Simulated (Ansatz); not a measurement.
# ZnS (F-43m) in Ansatz: settings compared

The runs below take ZnS through elastic constants, Born charges and dielectric tensor, band structure, with PBE, BLYP.

Everything below comes from runs of Ansatz 0.2.0. Logs are shortened: lines on timing, memory, paths and dates and some standing lists are left out, and cuts for length are marked.

**What was measured.**

“Electronic, vibrational, and thermodynamic properties of ZnS (zincblende and rocksalt structure)”, 2009, arxiv:0911.5022 quotes, for a bulk crystal of ZnS at 19 K: band gap 3.85 eV (direct).

From a printed reference work, monograph, for a bulk crystal of ZnS: high-frequency dielectric constant 5.14.

How close the calculation comes is told below.

## Step 1: The crystal as given

Symmetry: F-43m, No. 216, cubic system. Conventional cell: a = 5.404 Å, b = 5.404 Å, c = 5.404 Å, α = 90.00°, β = 90.00°, γ = 90.00°. Zn (site symmetry -43m) is surrounded by 4 S at 2.34 Å. S (site symmetry -43m) is surrounded by 4 Zn at 2.34 Å.

## Step 2: Elastic constants, PBE

input.yaml

```yaml
crystal:
  lattice:
    - [0.0, 2.702, 2.702]
    - [2.702, 0.0, 2.702]
    - [2.702, 2.702, 0.0]
  atoms:
    - { symbol: Zn, position: [0.75, 0.75, 0.75] }
    - { symbol: S, position: [0.0, 0.0, 0.0] }
hamiltonian:
  xc: pbe
  pseudopotentials: { kind: paw }
kpoints:
  mp_grid: { grid: [7, 7, 7] }
scf:
  occupations: { method: fixed }
output:
  forces: true
  stress: true
elastic:
  mode: clamped_ion
  stencil: two_point
```

Potentials or basis: Ansatz PAW.

Launch:

```
ansatz run input.yaml --threads 2 --pin off --max-ram 5632MiB --backend cpu --events-out ev --progress --plain --runs-dir out
```

The program printed:

```text
Warning: RAYON_NUM_THREADS=2 ignored (pool sized by the plan → 2); use --threads N
Engine: ansatz 0.2.0, x86_64-unknown-linux-gnu
Pseudopotentials: kind: paw
Pseudopotential: Zn, paw, valence charge 12, recommended cutoff 420 eV (normal), Zn.paw.azcp
Pseudopotential: S, paw, valence charge 6, recommended cutoff 420 eV (normal), S.paw.azcp
Functional definition: PBE
  parameter kappa = 0.804
  parameter beta = 0.06672455060314922
  exchange = pbe_x(kappa = kappa, mu = beta*pi^2/3)
  correlation = pbe_c(beta = beta)
Crystal: 2 atoms, lattice volume = 39.454 Å³
Basis set: ecut = 420 eV, 749 PW (Γ), exchange–correlation on 54×54×54 points (8 copies of the dense FFT grid, shifted against one another)
Bands: 13, of which v1, the nominal top of the filled ones, is band 9 counted from 1 (8 counted from 0)
Symmetry: 24 space group operations
Space group: F-43m (ITA 216), of the structure as read, at distance tolerance 3.4e-5 Å
k-points: 20 of 343 (time reversal used)
Non-local potential: Zn, projectors of the file, l = 0: 2, l = 1: 2, l = 2: 3, l = 3: 1
Non-local potential: S, projectors of the file, l = 0: 2, l = 1: 2, l = 2: 2
PAW form: soft (Blöchl's): semilocal exchange-correlation on the pseudo side does not see the compensation charge
PAW one-centre angular grid: Zn, 590 points (default); XC on 64 Gauss nodes
PAW one-centre angular grid: S, 110 points (default); XC on 64 Gauss nodes
Initial density: superposition of atomic densities (neutral atoms: chi_scale 0, normalization atom), corrected by the library's trained network
Initial wavefunctions: pseudopotential atomic-orbital guess
Functional: x = pbe(κ = 0.804, μ = 0.2195149727645171), c = pbe(β = 0.06672455060314922)
SCF iter   1: F=—  HF=-4222.729178 eV  |F-HF|=—  |Δ(HF+E_count)|=         —  Δρ=5.74e-4  dr2=1.66e-4  ethr=1.77e-3  ⟨swp⟩=4.8  Hψ=1387  notcnv=0  defer=36
preconditioner: auto → none  [insulator: Δε(μ)=2.102 eV  Ē_g=12.200 eV  n_scr=14 (ndim 8)  ℏωp=25.1 eV  f_vac=0.026  ε∞_Penn≈5.2]
SCF iter   2: F=—  HF=-4222.729250 eV  |F-HF|=—  |Δ(HF+E_count)|=   7.16e-5  Δρ=4.75e-4  dr2=4.15e-5  ethr=9.22e-7  ⟨swp⟩=2.4  Hψ=667  notcnv=0  defer=36
SCF iter   3: F=—  HF=-4222.729267 eV  |F-HF|=—  |Δ(HF+E_count)|=   1.75e-5  Δρ=1.49e-4  dr2=5.87e-6  ethr=2.30e-7  ⟨swp⟩=2.0  Hψ=423  notcnv=0  defer=36
SCF iter   4: F=—  HF=-4222.729275 eV  |F-HF|=—  |Δ(HF+E_count)|=   8.08e-6  Δρ=6.41e-5  dr2=7.97e-7  ethr=3.26e-8  ⟨swp⟩=2.0  Hψ=420  notcnv=0
SCF iter   5: F=—  HF=-4222.729280 eV  |F-HF|=—  |Δ(HF+E_count)|=   4.68e-6  Δρ=2.89e-5  dr2=2.41e-7  ethr=4.43e-9  ⟨swp⟩=2.0  Hψ=440  notcnv=0
SCF iter   6: F=—  HF=-4222.729280 eV  |F-HF|=—  |Δ(HF+E_count)|=   4.00e-7  Δρ=3.29e-6  dr2=1.87e-9  ethr=1.34e-9  ⟨swp⟩=3.0  Hψ=440  notcnv=0
SCF iter   7: F=—  HF=-4222.729281 eV  |F-HF|=—  |Δ(HF+E_count)|=   8.67e-9  Δρ=4.69e-7  dr2=7.28e-11  ethr=1.04e-11  ⟨swp⟩=2.0  Hψ=440  notcnv=0
SCF iter   8: F=—  HF=-4222.729281 eV  |F-HF|=—  |Δ(HF+E_count)|=  9.09e-12  Δρ=1.09e-7  dr2=3.78e-12  ethr=4.04e-13 (applied; sched 1.00e-12)  ⟨swp⟩=2.9  Hψ=455  notcnv=0
SCF iter   9: F=—  HF=-4222.729281 eV  |F-HF|=—  |Δ(HF+E_count)|=  9.09e-13  Δρ=3.15e-8  dr2=2.81e-13  ethr=2.10e-14 (applied; sched 1.00e-12)  ⟨swp⟩=2.9  Hψ=458  notcnv=0
SCF iter  10: F=-4222.729281 eV  HF=-4222.729281 eV  |F-HF|=9.09e-13  |Δ(HF+E_count)|=    0.00e0  Δρ=1.60e-9  dr2=6.22e-16  ethr=1.00e-12  ⟨swp⟩=5.5  Hψ=1277  notcnv=0
SCF 1 converged in 10 iterations: F = -4222.729281 eV  dr2 = 6.22e-16
Crystal: 2 atoms, lattice volume = 39.375 Å³
Symmetry: 8 space group operations
k-points: 40 of 343 (time reversal used)
Initial density: handed on by an earlier stage of this run
Initial wavefunctions: those handed on with the density
iter 1 solved again at ethr=3.01e-8 eV; its pass at ethr=3.10e-3 eV (dr2=5.41e-6 eV) is discarded
SCF iter   1: F=—  HF=-4222.728426 eV  |F-HF|=—  |Δ(HF+E_count)|=         —  Δρ=1.20e-4  dr2=4.89e-6  ethr=3.01e-8  ⟨swp⟩=3.2  Hψ=3341  notcnv=0  defer=66
preconditioner: auto → none  [insulator: Δε(μ)=2.114 eV  Ē_g=12.208 eV  n_scr=14 (ndim 8)  ℏωp=25.1 eV  f_vac=0.026  ε∞_Penn≈5.2]
SCF iter   2: F=—  HF=-4222.728420 eV  |F-HF|=—  |Δ(HF+E_count)|=   5.50e-6  Δρ=4.98e-5  dr2=7.70e-7  ethr=2.72e-8  ⟨swp⟩=2.6  Hψ=783  notcnv=0  defer=36
SCF iter   3: F=—  HF=-4222.728420 eV  |F-HF|=—  |Δ(HF+E_count)|=   4.52e-7  Δρ=3.92e-5  dr2=3.89e-7  ethr=4.28e-9  ⟨swp⟩=2.0  Hψ=840  notcnv=0  defer=2
SCF iter   4: F=—  HF=-4222.728420 eV  |F-HF|=—  |Δ(HF+E_count)|=   1.06e-7  Δρ=5.88e-6  dr2=7.82e-9  ethr=2.16e-9  ⟨swp⟩=2.0  Hψ=840  notcnv=0  defer=2
SCF iter   5: F=—  HF=-4222.728420 eV  |F-HF|=—  |Δ(HF+E_count)|=  8.00e-11  Δρ=2.13e-6  dr2=9.75e-10  ethr=4.35e-11  ⟨swp⟩=2.0  Hψ=840  notcnv=0  defer=2
SCF iter   6: F=—  HF=-4222.728420 eV  |F-HF|=—  |Δ(HF+E_count)|=  6.29e-10  Δρ=2.50e-7  dr2=1.39e-11  ethr=5.42e-12  ⟨swp⟩=2.0  Hψ=846  notcnv=0  defer=2
SCF iter   7: F=—  HF=-4222.728420 eV  |F-HF|=—  |Δ(HF+E_count)|=  3.46e-11  Δρ=2.19e-8  dr2=1.37e-13  ethr=7.75e-14 (applied; sched 1.00e-12)  ⟨swp⟩=2.0  Hψ=879  notcnv=0  defer=2
SCF iter   8: F=-4222.728420 eV  HF=-4222.728420 eV  |F-HF|=0.00e0  |Δ(HF+E_count)|=    0.00e0  Δρ=1.83e-9  dr2=9.34e-16  ethr=1.00e-12  ⟨swp⟩=4.0  Hψ=1758  notcnv=0
SCF 2 converged in 8 iterations: F = -4222.728420 eV  dr2 = 9.34e-16
Crystal: 2 atoms, lattice volume = 39.532 Å³
iter 1 solved again at ethr=8.21e-12 eV; its pass at ethr=3.10e-3 eV (dr2=1.48e-9 eV) is discarded
SCF iter   1: F=—  HF=-4222.730015 eV  |F-HF|=—  |Δ(HF+E_count)|=         —  Δρ=3.89e-6  dr2=1.77e-9  ethr=8.21e-12  ⟨swp⟩=2.9  Hψ=3258  notcnv=0  defer=42
preconditioner: auto → none  [insulator: Δε(μ)=2.098 eV  Ē_g=12.188 eV  n_scr=14 (ndim 8)  ℏωp=25.1 eV  f_vac=0.026  ε∞_Penn≈5.2]
SCF iter   2: F=—  HF=-4222.730009 eV  |F-HF|=—  |Δ(HF+E_count)|=   6.46e-6  Δρ=3.44e-6  dr2=2.13e-9  ethr=8.21e-12  ⟨swp⟩=2.0  Hψ=880  notcnv=0  defer=42
SCF iter   3: F=—  HF=-4222.730009 eV  |F-HF|=—  |Δ(HF+E_count)|=   1.13e-9  Δρ=2.06e-6  dr2=1.23e-9  ethr=8.21e-12  ⟨swp⟩=2.0  Hψ=840  notcnv=0  defer=42
SCF iter   4: F=—  HF=-4222.730009 eV  |F-HF|=—  |Δ(HF+E_count)|=  7.39e-10  Δρ=2.43e-7  dr2=7.60e-12  ethr=6.82e-12  ⟨swp⟩=2.0  Hψ=840  notcnv=0  defer=42
SCF iter   5: F=—  HF=-4222.730009 eV  |F-HF|=—  |Δ(HF+E_count)|=  7.28e-12  Δρ=4.52e-8  dr2=4.75e-13  ethr=4.22e-14 (applied; sched 1.00e-12)  ⟨swp⟩=2.1  Hψ=850  notcnv=0  defer=42
SCF iter   6: F=-4222.730009 eV  HF=-4222.730009 eV  |F-HF|=9.09e-13  |Δ(HF+E_count)|=  9.09e-13  Δρ=2.22e-8  dr2=9.38e-14  ethr=1.00e-12  ⟨swp⟩=4.3  Hψ=1790  notcnv=0
SCF 3 converged in 6 iterations: F = -4222.730009 eV  dr2 = 9.38e-14
Symmetry: 4 space group operations
k-points: 64 of 343 (time reversal used)
iter 1 solved again at ethr=9.35e-9 eV; its pass at ethr=3.10e-3 eV (dr2=1.68e-6 eV) is discarded
SCF iter   1: F=—  HF=-4222.729231 eV  |F-HF|=—  |Δ(HF+E_count)|=         —  Δρ=7.95e-5  dr2=3.21e-6  ethr=9.35e-9  ⟨swp⟩=3.7  Hψ=5310  notcnv=0  defer=75
preconditioner: auto → none  [insulator: Δε(μ)=2.106 eV  Ē_g=12.198 eV  n_scr=14 (ndim 8)  ℏωp=25.1 eV  f_vac=0.026  ε∞_Penn≈5.2]
SCF iter   2: F=—  HF=-4222.729224 eV  |F-HF|=—  |Δ(HF+E_count)|=   7.09e-6  Δρ=3.14e-5  dr2=2.20e-7  ethr=9.35e-9  ⟨swp⟩=2.0  Hψ=1388  notcnv=0  defer=73
SCF iter   3: F=—  HF=-4222.729224 eV  |F-HF|=—  |Δ(HF+E_count)|=   3.39e-8  Δρ=9.85e-6  dr2=1.38e-8  ethr=1.22e-9  ⟨swp⟩=2.6  Hψ=1424  notcnv=0  defer=73
SCF iter   4: F=—  HF=-4222.729224 eV  |F-HF|=—  |Δ(HF+E_count)|=   5.85e-9  Δρ=3.28e-6  dr2=2.69e-9  ethr=7.67e-11  ⟨swp⟩=2.0  Hψ=1343  notcnv=0  defer=73
SCF iter   5: F=—  HF=-4222.729224 eV  |F-HF|=—  |Δ(HF+E_count)|=  7.45e-10  Δρ=1.48e-6  dr2=5.42e-10  ethr=1.49e-11  ⟨swp⟩=2.0  Hψ=1344  notcnv=0  defer=73
SCF iter   6: F=—  HF=-4222.729224 eV  |F-HF|=—  |Δ(HF+E_count)|=  1.90e-10  Δρ=3.52e-7  dr2=2.88e-11  ethr=3.01e-12  ⟨swp⟩=2.2  Hψ=1219  notcnv=0  defer=73
SCF iter   7: F=—  HF=-4222.729224 eV  |F-HF|=—  |Δ(HF+E_count)|=  6.37e-12  Δρ=4.97e-8  dr2=5.01e-13  ethr=1.60e-13 (applied; sched 1.00e-12)  ⟨swp⟩=2.0  Hψ=1345  notcnv=0  defer=73
SCF iter   8: F=-4222.729224 eV  HF=-4222.729224 eV  |F-HF|=0.00e0  |Δ(HF+E_count)|=    0.00e0  Δρ=9.04e-9  dr2=3.65e-14  ethr=1.00e-12  ⟨swp⟩=4.4  Hψ=2861  notcnv=0
SCF 4 converged in 8 iterations: F = -4222.729224 eV  dr2 = 3.65e-14
iter 1 solved again at ethr=1.52e-11 eV; its pass at ethr=3.10e-3 eV (dr2=2.73e-9 eV) is discarded
SCF iter   1: F=—  HF=-4222.729230 eV  |F-HF|=—  |Δ(HF+E_count)|=         —  Δρ=4.75e-6  dr2=2.49e-9  ethr=1.52e-11  ⟨swp⟩=2.1  Hψ=4777  notcnv=0  defer=69
preconditioner: auto → none  [insulator: Δε(μ)=2.105 eV  Ē_g=12.198 eV  n_scr=14 (ndim 8)  ℏωp=25.1 eV  f_vac=0.026  ε∞_Penn≈5.2]
SCF iter   2: F=—  HF=-4222.729224 eV  |F-HF|=—  |Δ(HF+E_count)|=   5.84e-6  Δρ=5.12e-6  dr2=4.84e-9  ethr=1.38e-11  ⟨swp⟩=2.0  Hψ=1408  notcnv=0  defer=69
SCF iter   3: F=—  HF=-4222.729224 eV  |F-HF|=—  |Δ(HF+E_count)|=   1.21e-9  Δρ=2.06e-6  dr2=1.32e-9  ethr=1.38e-11  ⟨swp⟩=2.0  Hψ=1344  notcnv=0  defer=69
SCF iter   4: F=—  HF=-4222.729224 eV  |F-HF|=—  |Δ(HF+E_count)|=  9.30e-10  Δρ=2.89e-7  dr2=1.09e-11  ethr=7.32e-12  ⟨swp⟩=2.0  Hψ=1344  notcnv=0  defer=69
SCF iter   5: F=—  HF=-4222.729224 eV  |F-HF|=—  |Δ(HF+E_count)|=  6.37e-12  Δρ=6.73e-8  dr2=5.96e-13  ethr=6.03e-14 (applied; sched 1.00e-12)  ⟨swp⟩=2.0  Hψ=1163  notcnv=0  defer=69
SCF iter   6: F=-4222.729224 eV  HF=-4222.729224 eV  |F-HF|=0.00e0  |Δ(HF+E_count)|=  1.82e-12  Δρ=8.07e-9  dr2=7.48e-15  ethr=1.00e-12  ⟨swp⟩=4.0  Hψ=2816  notcnv=0
SCF 5 converged in 6 iterations: F = -4222.729224 eV  dr2 = 7.48e-15
SCF converged after 10 iterations
Free energy (F): -4222.729281 eV
Harris-Foulkes:  -4222.729281 eV  (|F-HF|=9.09e-13)
Internal energy: -4222.729281 eV  (E = F + TS)
E sigma→0 (E₀):  -4222.729281 eV
Fermi energy:    5.787488 eV
--- Per-component energies (eV) ---
  E_band       = 5.110758
  E_kinetic    = 238.370948
  E_local      = -2040.923647  (includes V_loc(G=0)·N_el)
  E_nonlocal   = 642.724663
  E_hartree    = 853.413412
  E_xc         = -234.430950
  E_vxc        = -139.593119  (∫ρ·V_xc dr)
  E_paw        = -2428.504052  (= ΣΔE_a)
  E_vpaw       = -402.294551  (= ΣTr[D̂ρ^β])
  E_aug_tail   = -0.000361  (compensation charges beyond the density's cutoff)
  E_ewald      = -1253.379294
  E_smearing   = -0.000000  (= −TS)
  E_closure    = 0.000000  (closes the sum)
  Σ components = -4222.729281   (vs F -4222.729281, Δ=0.00e0)
--- Forces (eV/Å), atoms counted from 1 ---
  atom   1  Zn     0.00000000    -0.00000000     0.00000000
  atom   2  S     -0.00000000     0.00000000     0.00000000
  max |Σ_I F_I| component: 1.85e-17 eV/Å
--- Stress (GPa, compression-positive) ---
        1.602232      -0.000000      -0.000000
       -0.000000       1.602232       0.000000
       -0.000000       0.000000       1.602232
  P = ⅓ Tr σ = 1.6022 GPa (16.022 kbar)
--- Band table (eV; the first three rows and the last of 20) ---
  k-point 0: bands = ["-7.3555", "-0.5480", "-0.5480", "-0.5480", "-0.0477", "-0.0477", "5.7875", "5.7875", "5.7875", "7.8965", "12.1565", "12.1565", "12.1565"]
  k-point 1: bands = ["-7.2043", "-0.5451", "-0.5212", "-0.5212", "-0.0496", "-0.0496", "4.4329", "5.5997", "5.5997", "8.8514", "12.0833", "12.4715", "12.4715"]
  k-point 2: bands = ["-6.8293", "-0.4682", "-0.4682", "-0.4621", "-0.0426", "-0.0426", "2.4863", "5.2256", "5.2256", "9.2600", "12.8102", "12.8102", "13.0754"]
  k-point 19: bands = ["-6.1350", "-0.4240", "-0.2848", "-0.1106", "-0.0616", "0.3156", "1.1926", "2.7459", "3.6312", "10.8807", "11.9858", "13.7353", "14.6872"]
--- Elastic constants: 2 strain directions × 2 members + reference (group order 24) ---
  dense FFT box of the reference and of every strained cell: 27×27×27
  strains applied: 11, 23; error gains: componentwise 1.00 (the most a stress slope's error grows in a printed constant), spectral 1.73 (1 for all six strains in a standard setting)
  C = ∂σ_k/∂η_j (tension-positive GPa; Voigt order 11 22 33 23 13 12):
       103.562     63.135     63.135      0.000      0.000     -0.000
        63.135    103.562     63.135      0.000      0.000     -0.000
        63.135     63.135    103.562      0.000      0.000     -0.000
        -0.000     -0.000     -0.000     69.238      0.000     -0.000
        -0.000     -0.000     -0.000     -0.000     69.238      0.000
         0.000     -0.000     -0.000      0.000      0.000     69.238
  reference stress σ⁰ (GPa):     -1.602     -1.602     -1.602     -0.000      0.000      0.000
  C* (energy form; C + prestress term) asymmetry max|C*_kj − C*_jk| = 2.842e-14 GPa — a small one proves nothing (zero by symmetry where the batch's group is 432, −43m or m−3m); a large one is finite-difference/SCF noise where every solve meets its electron count
  moduli (Voigt/Reuss/Hill, GPa): K = 76.61/76.61/76.61   G = 49.63/35.14/42.39   E = 107.36   ν = 0.266
  mechanically stable: yes (min eigenvalue of sym C = 40.43 GPa)
  strain η (Voigt 11):  stress-route row diagonal C_11 = 103.56 GPa, energy-path curvature d²(F+E_count+ΔE)/dδ²/Ω₀ = 104.21 GPa
         δ    σ_11 (GPa)             F (eV)   n_scf  n_hpsi   n_pw
    -2.000e-3      -1.8102       -4222.7284197       8   10496    781
     2.000e-3      -1.3960       -4222.7300088       6    8826    785
  strain η (Voigt 23):  stress-route row diagonal C_44 = 69.24 GPa, energy-path curvature d²(F+E_count+ΔE)/dδ²/Ω₀ = 70.69 GPa
         δ    σ_23 (GPa)             F (eV)   n_scf  n_hpsi   n_pw
    -2.000e-3      -0.1385       -4222.7292243       8   16820    781
     2.000e-3       0.1385       -4222.7292243       6   13442    781
```

Run time: 7.9 s. Hardware: 2 threads of Intel Xeon at 2.70GHz, shared host; peak memory 0.38 GiB.

Results:

- Free energy: -4222.7293 eV
- Pressure: 1.6 GPa
- Band gap on the k mesh: 2.11 eV, direct
- Clamped-ion elastic constants C11, C12, C44: 104, 63, 69 GPa
- Voigt bulk modulus: 77 GPa

Elastic tensor in Voigt notation (GPa, ions clamped, in the Cartesian axes of the cell as first typed):
```
104  63  63   0   0   0
 63 104  63   0   0   0
 63  63 104   0   0   0
  0   0   0  69   0   0
  0   0   0   0  69   0
  0   0   0   0   0  69
```

Caveat: odd divisions of the mesh miss points on the zone boundary, where band edges often lie, so the gap on the mesh can be too wide.

[end of part 1 of 2]
